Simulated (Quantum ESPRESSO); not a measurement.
**C under changes of volume**

One of the cells (5.672 Å³/atom); the others are scaled copies at fixed shape and fractional positions:

```
CELL_PARAMETERS angstrom
2.52210 0.00000 0.00000
-1.26105 2.18420 0.00000
0.00000 0.00000 8.23710
ATOMIC_POSITIONS crystal
C 0.66667 0.33333 0.84375
C 0.33333 0.66667 0.34375
C 0.66667 0.33333 0.65625
C 0.33333 0.66667 0.15625
C 0.00000 0.00000 0.90625
C 0.00000 0.00000 0.40625
C 0.00000 0.00000 0.59375
C 0.00000 0.00000 0.09375
```

This is a hexagonal form of diamond, not graphite.

* Program: Quantum ESPRESSO 7.5
* Functional: PBE
* Potentials or basis: SSSP 1.3 efficiency PBE
* Cutoff: 748 eV
* Density cutoff: 5987 eV
* k mesh: 12 × 12 × 4
* Occupations: fermi-dirac, width 0.05 eV
* Spin: no spin polarisation

```csv
volume (Å³/atom),energy over the lowest point (meV/atom),pressure (GPa),gap on the mesh (eV),largest force (eV/Å)
5.332,37.10,33.3,4.58,0.372
5.445,17.35,22.0,4.53,0.357
5.559,5.22,11.8,4.48,0.343
5.672,0.00,2.4,4.43,0.330
5.785,1.09,-6.1,4.38,0.317
5.899,7.91,-13.8,4.33,0.305
6.012,?,?,?,?
```

Problem. What does the run at 6.012 Å³/atom give?

Solution. Energy over the lowest point 19.96 meV/atom; pressure -20.8 GPa; gap on the mesh 4.29 eV; largest force 0.294 eV/Å.

Worked out: A Birch-Murnaghan fit of order 3 (a polynomial in V^(-2/3)) to the other rows has its minimum at 5.71 Å³/atom with B0 = V·E''(V) = 433 GPa and B' = 3.9 at fixed shape and positions, which overstates the stiffness. It gives 19.82 meV/atom at 6.012 Å³/atom, against the run's 19.96, and -dE/dV = -20.3 GPa, against -20.8. A straight line through the other rows of the gap, of slope -2.47 eV per unit of ln V, extrapolates to 4.28 eV, against the run's 4.29.

Energies are extrapolated to zero smearing.

A mesh can miss the band edges.
